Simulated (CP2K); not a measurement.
Crystal: CuO.

```
CELL_PARAMETERS angstrom
3.28802 0.00000 0.00000
-1.64401 2.84751 0.00000
0.00000 0.00000 5.38502
ATOMIC_POSITIONS crystal
Cu 0.66667 0.33333 0.00000
Cu 0.33333 0.66667 0.50000
O 0.66667 0.33333 0.62520
O 0.33333 0.66667 0.12520
```

Measurements of this composition are mostly on another form, of space group No. 15.

Base run:

```yaml
Program: CP2K 2026.2
Functional: optB88-vdW
Potentials_or_basis: POTENTIAL_UZH Cu GTH-PBE-q11, O GTH-PBE-q6; TZVP-MOLOPT-PBE-GTH basis
Density_cutoff: 11565 eV
k_mesh: 9 × 9 × 5
Occupations: fermi-dirac, width 0.05 eV
Spin: no spin polarisation
```

Its results: band gap on the k mesh none (metal or under the smearing width); pressure -8.0 GPa.

Task: After a change of settings the same cell gave: band gap on the k mesh none (metal or under the smearing width); pressure -13.2 GPa. Which change was it?
A. functional from optB88-vdW to PBEsol
B. functional from optB88-vdW to RPBE
C. functional from optB88-vdW to LDA

Result: A.

Caveats: the potentials were made for another functional, which shifts forces and pressure; the basis of atomic orbitals isn't converged, which shifts pressures, moduli and gaps; the run has no spin polarisation, though such a crystal can be magnetic; semilocal functionals often make such compounds metallic where correlation or magnetic order opens a gap, which also shifts bond lengths.

Runs at the PBE level aren't shown here.
